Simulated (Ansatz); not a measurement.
From the elastic tensor of MgO to moduli and sound speeds

Method: DFT HSE06, scalar-relativistic, plane waves, PAW (Ansatz 0.2.0). Plane waves to 420 eV; Γ-centred k mesh 6×6×6; fixed occupations. No spin polarisation.

It takes space group F-43m (No. 216, cubic). Conventional cell: a = 4.564 Å, b = 4.564 Å, c = 4.564 Å, α = 90.00°, β = 90.00°, γ = 90.00°. Mg (site symmetry -43m) has 4 O at 1.98 Å as nearest neighbours. O (site symmetry -43m) is surrounded by 4 Mg at 1.98 Å.

The cell is the ideal cubic zincblende prototype; this isn't the usual structure of the compound.

Relaxed-ion constants (GPa, on the Cartesian axes of the calculation):
```
155.8 111.1 111.1   0.0   0.0   0.0
111.1 155.8 111.1   0.0   0.0   0.0
111.1 111.1 155.8   0.0   0.0   0.0
  0.0   0.0   0.0  88.3   0.0   0.0
  0.0   0.0   0.0   0.0  88.3   0.0
  0.0   0.0   0.0   0.0   0.0  88.3
```

Density 2.815 g/cm³; 2 atoms in 23.77 Å³.

The values that follow are for a polycrystal of randomly turned grains, by Hill's mean where one number stands. In a crystal this anisotropic the Voigt and Reuss bounds lie far apart, so Hill's mean and the sound speeds and Debye temperature from it are rough.

With S = C⁻¹: B_V = (C11+C22+C33+2(C12+C13+C23))/9, G_V = (C11+C22+C33−C12−C13−C23+3(C44+C55+C66))/15, 1/B_R = S11+S22+S33+2(S12+S13+S23), 15/G_R = 4(S11+S22+S33−S12−S13−S23)+3(S44+S55+S66); Hill is their mean. Then v_l = √((B+4G/3)/ρ), v_t = √(G/ρ), v_m = [(2/v_t³+1/v_l³)/3]^(−1/3) and Θ = (ħ/k_B)·v_m·(6π²n/V)^(1/3) for n atoms in the volume V; E = 9BG/(3B+G), ν = (3B−2G)/(2(3B+G)) and A^U = 5G_V/G_R + B_V/B_R − 6.

```
Bulk modulus, Voigt / Reuss / Hill          : 126.0 / 126.0 / 126.0 GPa
Shear modulus, Voigt / Reuss / Hill         : 61.9 / 40.5 / 51.2 GPa
Young's modulus                             : 135 GPa
Poisson ratio                               : 0.321
Pugh ratio B/G                              : 2.46
Universal anisotropy index                  : 2.64
Longitudinal and transverse sound speeds    : 8308 and 4266 m/s
Debye temperature from the mean sound speed : 623 K
```

Cost: 1 run of about 8.9 core-minutes, on Arm Neoverse V2 (shared hosts).

The tensor meets the elastic stability criteria for a cubic crystal, but C11 at 155.8 GPa lies not far above C12 at 111.1 GPa, so tetragonal shear is much softer than the shear governed by C44, at 88.3 GPa. This follows from the tetrahedral network. Its bonds point along the cube diagonals, and a tetragonal strain changes their angles but, to first order, not their lengths. In a compound as ionic as MgO the angular forces are probably weak, whereas a C44 strain also stretches and compresses bonds, even after the sublattices relax. The crystal is therefore stiffest along the cube diagonals and softest along the cube axes, the same order as in rocksalt MgO at ambient pressure, although there the bonds lie along the axes.

The Pugh ratio of 2.46 reflects this soft shear and is no evidence of ductility, which depends on slip and fracture. Elastic stability also leaves open whether the structure withstands phonon distortions at finite wavevector.
